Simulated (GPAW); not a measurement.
Runs of GPAW 26.7.0 on GaAs. Symmetry: F-43m, No. 216, cubic system. The conventional cell has a = 5.654 Å, b = 5.654 Å, c = 5.654 Å, α = 90.00°, β = 90.00°, γ = 90.00°. As (site symmetry -43m) has 4 Ga at 2.45 Å as nearest neighbours. Ga (site symmetry -43m) has 4 As at 2.45 Å as nearest neighbours. 

```tsv
task	level	potentials or basis	spin	cell	k mesh	smearing	band path	band points	spin axis theta (degrees)	spin axis phi (degrees)	optimizer	gap on the mesh (eV)	pressure (GPa)	relaxed volume (Å³/atom)
single point	PBE	GPAW PAW data sets (gpaw-data 1.2.1), pw	off	as given	8 × 8 × 8	gaussian 0.015 eV	-	-	-	-	-	0.59	4.3	-
band structure	revPBE	the program's PAW data sets (release 1.2.1) made for this functional, pw	off	as given	8 × 8 × 8	fermi-dirac 0.05 eV	GXWKGLUWLK,UX	60	-	-	-	(d)	(b)	-
single point	PBE	GPAW PAW data sets (gpaw-data 1.2.1), pw	off	as given	8 × 8 × 8	gaussian 0.013 eV	-	-	-	-	-	0.59	4.3	-
band structure	r2SCAN	GPAW PAW data sets (gpaw-data 1.2.1), pw	SOC, no magnetisation	as given	6 × 6 × 6	fermi-dirac 0.05 eV	GXWKGLUWLK,UX	80	54.7	45	-	(a)	1.0	-
relaxation of cell and atoms	PBE	GPAW PAW data sets (gpaw-data 1.2.1), pw	off	relaxed	8 × 8 × 8	fermi-dirac 0.05 eV	-	-	-	-	LBFGS	0.14	0.0	23.99
single point	PBE	GPAW PAW data sets (gpaw-data 1.2.1), pw	off	as given	8 × 8 × 8	gaussian 0.011 eV	-	-	-	-	-	0.59	4.3	-
relaxation of cell and atoms	revPBE	the program's PAW data sets (release 1.2.1) made for this functional, pw	off	relaxed	8 × 8 × 8	fermi-dirac 0.05 eV	-	-	-	-	FIRE	none	-0.3	24.65
band structure	LDA	the program's PAW data sets (release 1.2.1) made for this functional, pw	off	as given	8 × 8 × 8	fermi-dirac 0.05 eV	GXWKGLUWLK,UX	80	-	-	-	0.36	-0.9	-
relaxation of cell and atoms	LDA	the program's PAW data sets (release 1.2.1) made for this functional, pw	off	relaxed	8 × 8 × 8	fermi-dirac 0.05 eV	-	-	-	-	LBFGS	0.45	0.0	(c)
band structure	PBEsol	PAW data sets generated in the run's folder for this functional, pw	SOC, no magnetisation	as given	6 × 6 × 6	fermi-dirac 0.05 eV	GXWKGLUWLK,UX	80	0	0	-	0.39	1.3	-
relaxation of cell and atoms	BLYP	PAW data sets generated in the run's folder for this functional, pw	off	relaxed to 1 GPa	8 × 8 × 8	fermi-dirac 0.05 eV	-	-	-	-	LBFGS	none	1.0	-
single point	PBE	GPAW PAW data sets (gpaw-data 1.2.1), pw	off	as given	8 × 8 × 8	gaussian 0.014 eV	-	-	-	-	-	0.59	4.3	-
```

Alike in all rows: cutoff (eV) 600.

Estimate the missing entries.

(a) 0.96; (b) 5.8; (c) 22.32; (d) 0.68.

Caveats: later steps reuse the first step's grids (some runs); spin-orbit coupling was added after a scalar SCF, so levels and gaps hold it while energy, forces, pressure and moments don't (some runs); this program's spin-orbit splittings come out too wide for heavy elements (some runs); this crystal is a semiconductor, whose small gap the functional closes, so the metal is an error of the method (some runs); the PAW data sets were made with another functional, which shifts forces and pressure a little (some runs).

A k mesh can miss the band edges, and rows without SOC leave out spin-orbit coupling on As, Ga.

A gap of «none» marks a metal or a gap under the smearing width.
